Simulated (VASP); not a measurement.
## GaN: equation of state with r2SCAN

The system is GaN.

```xyz
2
Lattice="0.0000 2.2535 2.2535 2.2535 0.0000 2.2535 2.2535 2.2535 0.0000" Properties=species:S:1:pos:R:3 pbc="T T T"
Ga    0.0000    0.0000    0.0000
N     1.1268    1.1268    1.1268
```

The cell is a database's computed one.

| Item | Value |
| --- | --- |
| Program | VASP 6.6.1 |
| Task | equation of state |
| Functional | r2SCAN |
| Potentials or basis | VASP PAW PBE potentials, release 64 (Ga_d, N) |
| Cutoff | 520 eV |
| k mesh | 10 × 10 × 10 |
| Occupations | fermi-dirac, width 0.05 eV |
| Spin | no spin polarisation |

```yaml
Equilibrium_volume: 11.45 Å³/atom
Bulk_modulus: 195 GPa
Pressure_derivative_of_the_bulk_modulus: 4.3
```

Energy against volume, from the lowest point:
| volume (Å³/atom) | energy (meV/atom) |
| --- | --- |
| 10.757 | 28.06 |
| 10.986 | 12.06 |
| 11.215 | 2.97 |
| 11.444 | 0.00 |
| 11.673 | 2.66 |
| 11.902 | 10.34 |
| 12.131 | 22.48 |

All runs of the series together: 4.3 min on 1 thread of Intel(R) Xeon(R) Platinum 8488C (Sapphire Rapids), with other jobs on the host.

Caveat: the PAW data sets were made with another functional, which shifts forces and pressure a little.
